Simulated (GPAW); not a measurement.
# ZnS (F-43m) in GPAW: single point with PBE

Aim: the single point of ZnS with PBE.

Everything below comes from runs of GPAW 26.7.0. Logs are shortened: lines on timing, memory, paths and dates and some standing lists are left out, and cuts for length are marked. The log counts tension as positive stress, the text compression.

**What was measured.**

“Electronic, vibrational, and thermodynamic properties of ZnS (zincblende and rocksalt structure)”, 2009, arxiv:0911.5022 quotes, for a bulk crystal of ZnS at 19 K: band gap 3.85 eV (direct).

How close the calculation comes is told below.

### 1 The structure

It takes space group F-43m (No. 216, cubic). Conventional cell: a = 5.404 Å, b = 5.404 Å, c = 5.404 Å, α = 90.00°, β = 90.00°, γ = 90.00°. Zn (site symmetry -43m) has 4 S at 2.34 Å as nearest neighbours. S (site symmetry -43m) is surrounded by 4 Zn at 2.34 Å.

### 2 Single point, PBE

Contents of run.py:

```python
from ase.dft.bandgap import bandgap
from ase.io import read, write
from ase.units import GPa
from gpaw import GPAW, PW

atoms = read('POSCAR')

calc = GPAW(mode=PW(450),
            xc='PBE',
            kpts={'size': (7, 7, 7), 'gamma': True},
            occupations={'name': 'fermi-dirac', 'width': 0.05},
            nbands=18,
            maxiter=120,
            txt='gpaw.txt')
atoms.calc = calc
energy = atoms.get_potential_energy()
forces = atoms.get_forces()
stress = atoms.get_stress()
calc.write('gs.gpw')
write('result.traj', atoms)
print(f'Energy: {energy:.6f} eV')
print('Forces (eV/A):')
print(forces.round(4))
print('Stress (GPa):', (stress / GPa).round(3))
print('Fermi level:', round(calc.get_fermi_level(), 4), 'eV')
print(f'Gap: {bandgap(calc)[0]:.4f} eV, direct: {bandgap(calc, direct=True)[0]:.4f} eV')
```

Contents of POSCAR:

```
ZnS
1.0
    0.0000000000      2.7020000000      2.7020000000
    2.7020000000      0.0000000000      2.7020000000
    2.7020000000      2.7020000000      0.0000000000
Zn S
1 1
Direct
    0.7500000000      0.7500000000      0.7500000000
    0.0000000000      0.0000000000      0.0000000000
```

Potentials or basis: GPAW PAW data sets (gpaw-data 1.2.1), pw.

The run is started by

```sh
$ OMP_NUM_THREADS=1 python run.py
```

gpaw.txt:

```text
__  _  _
 | _ |_)|_||  |
 |__||  | ||/\| - 26.7.0

Input parameters:
  mode=PW(ecut=450.00000000000006),
  kpts=MonkhorstPack(size=(7, 7, 7), gamma=True),
  maxiter=120,
  nbands=18,
  occupations=Occupations(name='fermi-dirac', width=0.05),
  xc=XC(name='PBE')

Diagonalizing LCAO Hamiltonian
Converting LCAO to pw mode

                    Zn

       S

Atoms  # Å, Bohr magnetons
|   | symbol |        x |        y |        z |    initial magnetic moments |
|---|--------|----------|----------|----------|-----------------------------|
| 0 |     Zn | 4.053000 | 4.053000 | 4.053000 | ( 0.0000,  0.0000,  0.0000) |
| 1 |      S | 0.000000 | 0.000000 | 0.000000 | ( 0.0000,  0.0000,  0.0000) |

Unit cell  # Å
| periodic |        x |        y |        z |  lengths |    angles |
|----------|----------|----------|----------|----------|-----------|
|      yes | 0.000000 | 2.702000 | 2.702000 | 3.821205 | 60.000000 |
|      yes | 2.702000 | 0.000000 | 2.702000 | 3.821205 | 60.000000 |
|      yes | 2.702000 | 2.702000 | 0.000000 | 3.821205 | 60.000000 |

Number of symmetries: 24
Symmetry operations  # r_c * U_cc + t_c -> r_c
|    | kind |            matrix            |
|----|------|------------------------------|
|  0 |  E   |  1, 0, 0,  0, 1, 0,  0, 0, 1 |
|  1 |  σ   |  1, 0, 0,  0, 0, 1,  0, 1, 0 |
|  2 |  σ   |  1, 0,-1,  0, 1,-1,  0, 0,-1 |
|  3 |  C3  |  1, 0,-1,  0, 0,-1,  0, 1,-1 |
|  4 |  C3  |  1,-1, 0,  0,-1, 1,  0,-1, 0 |
|  5 |  σ   |  1,-1, 0,  0,-1, 0,  0,-1, 1 |
|  6 |  σ   |  0, 1, 0,  1, 0, 0,  0, 0, 1 |
|  7 |  C3  |  0, 1, 0,  0, 0, 1,  1, 0, 0 |
|  8 |  C2  |  0, 1,-1,  1, 0,-1,  0, 0,-1 |
|  9 |  S4  |  0, 1,-1,  0, 0,-1,  1, 0,-1 |
| 10 |  C3  |  0, 0, 1,  1, 0, 0,  0, 1, 0 |
| 11 |  σ   |  0, 0, 1,  0, 1, 0,  1, 0, 0 |
| 12 |  S4  |  0, 0,-1,  1, 0,-1,  0, 1,-1 |
| 13 |  C3  |  0, 0,-1,  0, 1,-1,  1, 0,-1 |
| 14 |  S4  |  0,-1, 1,  1,-1, 0,  0,-1, 0 |
| 15 |  C2  |  0,-1, 1,  0,-1, 0,  1,-1, 0 |
| 16 |  C3  |  0,-1, 0,  1,-1, 0,  0,-1, 1 |
| 17 |  S4  |  0,-1, 0,  0,-1, 1,  1,-1, 0 |
| 18 |  S4  | -1, 1, 0, -1, 0, 1, -1, 0, 0 |
| 19 |  C3  | -1, 1, 0, -1, 0, 0, -1, 0, 1 |
| 20 |  C3  | -1, 0, 1, -1, 1, 0, -1, 0, 0 |
| 21 |  S4  | -1, 0, 1, -1, 0, 0, -1, 1, 0 |
| 22 |  σ   | -1, 0, 0, -1, 1, 0, -1, 0, 1 |
| 23 |  C2  | -1, 0, 0, -1, 0, 1, -1, 1, 0 |

BZ-sampling:
  Number of BZ points: 343
  Number of IBZ points: 20

  Monkhorst-Pack size: [7, 7, 7]
  Monkhorst-Pack shift: [0, 0, 0]

K-points  # in reciprocal-cell coordinates
|     |                                coordinates |     weight |
|-----|--------------------------------------------|------------|
|   0 | (  0.00000000,   0.00000000,   0.00000000) | 0.00291545 |
|   1 | (  0.14285714,   0.14285714,   0.00000000) | 0.01749271 |
|   2 | (  0.14285714,   0.14285714,   0.14285714) | 0.02332362 |
|   3 | (  0.28571429,   0.14285714,   0.14285714) | 0.03498542 |
|   4 | (  0.28571429,   0.28571429,   0.00000000) | 0.01749271 |
|   5 | (  0.28571429,   0.28571429,   0.14285714) | 0.06997085 |
|   6 | (  0.28571429,   0.28571429,   0.28571429) | 0.02332362 |
|   7 | (  0.42857143,  -0.28571429,  -0.28571429) | 0.03498542 |
|   8 | (  0.42857143,   0.28571429,  -0.42857143) | 0.13994169 |
|   9 | (  0.42857143,   0.28571429,  -0.28571429) | 0.06997085 |
| ... |                                            |            |
|  19 | (  0.42857143,   0.42857143,   0.42857143) | 0.02332362 |

Plane wave coefficients: 881
Cutoff: 450.00000000000006 eV

Spin-components: 1 (collinear spins)
Bands:           18
Projectors:      11
Spin-degeneracy: 2
Datatype:        complex128

Parallelization:
  kpt:    1
  domain: 1
  band:   1

Density:
  Valence electrons: 18.0
  Components: 1
  Grid points: [20 20 20]
  Charge: 0.0  # |e|

Potential:
  Grid points: [20 20 20]

species:
  Zn:
    name:    Zinc
    Z:       30.0
    valence: 12
    core:    18
    charge:  0.0  # [|e|]
    compensation charges:
      type: gauss
      rc: 0.37  # [Å]
      lmax: 2
    cutoffs:
      filter: 2.14  # [Å]
      core: 2.28  # [Å]
    projectors
    | kind |    occ | energy [eV] | rcut [Å] |
    |------|--------|-------------|----------|
    |   4s |  2.000 |      -5.977 |    1.286 |
    |   4p |  0.000 |      -1.117 |    1.270 |
    |   3d | 10.000 |     -10.142 |    1.180 |
    |    s |        |      21.234 |    1.286 |
    |    p |        |      26.095 |    1.270 |
    |    d |        |      17.070 |    1.180 |

    Using partial waves for Zn as LCAO basis

  S:
    name:    Sulfur
    Z:       16.0
    valence: 6
    core:    10
    charge:  0.0  # [|e|]
    compensation charges:
      type: gauss
      rc: 0.24  # [Å]
      lmax: 2
    cutoffs:
      filter: 1.77  # [Å]
      core: 1.66  # [Å]
    projectors
    | kind |    occ | energy [eV] | rcut [Å] |
    |------|--------|-------------|----------|
    |   3s |  2.000 |     -17.254 |    0.974 |
    |   3p |  4.000 |      -7.008 |    0.979 |
    |    s |        |       9.957 |    0.974 |
    |    p |        |      20.203 |    0.979 |
    |    d |        |       0.000 |    0.900 |

    Using partial waves for S as LCAO basis

Reference energy: -59718.946550  # eV

eigensolver:
  PPCG
  Converge bands: occupied
  niter=2

density mixing:
  MSR1-Mixer
  Pratt-step length: 0.05
  Maximum mixing coefficient: 0.75
  Old densities: 10
  SVD Regularization: 0.005
  Good broyden scale: 1.0
  Trust region scale: 1.0
  Backstep threshold: 4.0
  History deletion threshold: 6.0
  Fourier metric: weight=20.0, sigma=0.015

occupation numbers:
  Fermi-Dirac:
    width: 0.0500  # eV

poisson solver:
  ecut: 3600.0000000000005  # eV

xc functional:
  name: PBE with 2 nearest neighbor stencil

convergence criteria:
- Maximum [total energy] change in last 3 cyles: 0.0005 eV / valence electron
- Maximum integral of absolute [dens]ity change: 0.0001 electrons / valence electron
- Maximum integral of absolute [eigenst]ate change: 4e-08 eV^2 / valence electron
maximum number of iterations: 120

SCF iterations
|iter     | |      energy | eigst |  dens |
|---------|-|-------------|-------|-------|
|iter:   1| |   -7.273557 | -0.19 |       |
|iter:   2| |   -7.186539 | -1.86 | -1.18 |
|iter:   3| |   -6.901288 | -1.52 | -1.23 |
|iter:   4| |   -6.901355 | -2.75 | -1.79 |
|iter:   5| |   -6.902714c| -3.86 | -2.23 |
|iter:   6| |   -6.902656c| -4.40 | -3.00 |
|iter:   7| |   -6.902677c| -5.36 | -3.52 |
|iter:   8| |   -6.902683c| -6.12 | -3.87 |
|iter:   9| |   -6.902683c| -8.32c| -4.91c|

Converged in 9 steps
Energy contributions relative to reference atoms: (reference = -59718.946550)

Energy contributions:
  Kinetic:          11.172088
  Coulomb:          -9.433386
  Zero:              0.017479
  External:          0.000000
  Xc:               -8.658864
  Entropy:          -0.000000
  Spinorbit:         0.000000
  ----------------------------
  Free energy:      -6.902683
  Extrapolated:     -6.902683

dipole moment: (-14.580736, -14.580736, -14.580736)  # |e|*Ang

Fermi level: 4.698
Eigenvalues  # (at kpt = [0.000, 0.000, 0.000])
| band index |      eig [eV] | occ [0-2] |
|------------|---------------|-----------|
|          0 |        -9.384 |     2.000 |
|          1 |        -2.560 |     2.000 |
|          2 |        -2.560 |     2.000 |
|          3 |        -2.560 |     2.000 |
|          4 |        -2.066 |     2.000 |
|          5 |        -2.066 |     2.000 |
|          6 |         3.753 |     2.000 |
|          7 |         3.753 |     2.000 |
|          8 |         3.753 |     2.000 |
|          9 |         5.858 |     0.000 |
|         10 |        10.123 |     0.000 |
|         11 |        10.123 |     0.000 |
|         12 |        10.123 |     0.000 |
|         13 |        15.370 |     0.000 |
|         14 |        15.370 |     0.000 |
|         15 |        15.641 |     0.000 |
|         16 |        18.295 |     0.000 |
|         17 |        18.295 |     0.000 |

Gap: 2.105 eV
Transition (v -> c):
  (s=0, k=0, n=8, [0.00, 0.00, 0.00]) -> (s=0, k=0, n=9, [0.00, 0.00, 0.00])
No difference between direct/indirect transitions

Forces  # eV/Ang
|       x |        y |        z |
|---------|----------|----------|
| 0.00000 | -0.00000 |  0.00000 |  # Zn   0
| 0.00000 | -0.00000 | -0.00000 |  # S    1

Stress tensor  # eV/Ang^3
|         x |         y |         z |
|-----------|-----------|-----------|
| -0.007514 |  0.000000 |  0.000000 |
|  0.000000 | -0.007514 |  0.000000 |
|  0.000000 |  0.000000 | -0.007514 |

# Writing to gs.gpw (mode='')
```

Wall time 6.8 s (1 thread of Arm Neoverse V1, shared host); peak memory 0.13 GiB.

What came out:

| Quantity | Value |
| --- | --- |
| Free energy | -6.9027 eV |
| Pressure | 1.2 GPa |
| Band gap on the k mesh | 2.11 eV, direct |

Levels at points of the mesh, in eV from the valence-band top:
```csv
k point,band 7,band 8,band 9,band 10,band 11,band 12
"(0.00, 0.00, 0.00)",0.00,0.00,0.00,2.11,6.37,6.37
```

Caveat: the cutoff is short for stress and forces, so pressures can be off by a GPa or more.

### 3 Against experiment

Step 2. A measured gap of ZnS is 3.85 eV (direct; 19 K; quoted in “Electronic, vibrational, and thermodynamic properties of ZnS (zincblende and rocksalt structure)”, 2009, arxiv:0911.5022); the calculated 2.11 eV misses it by -1.74 eV. The value is that of PBE, without temperature or zero-point motion. Semilocal functionals fall short of measured gaps as a rule.
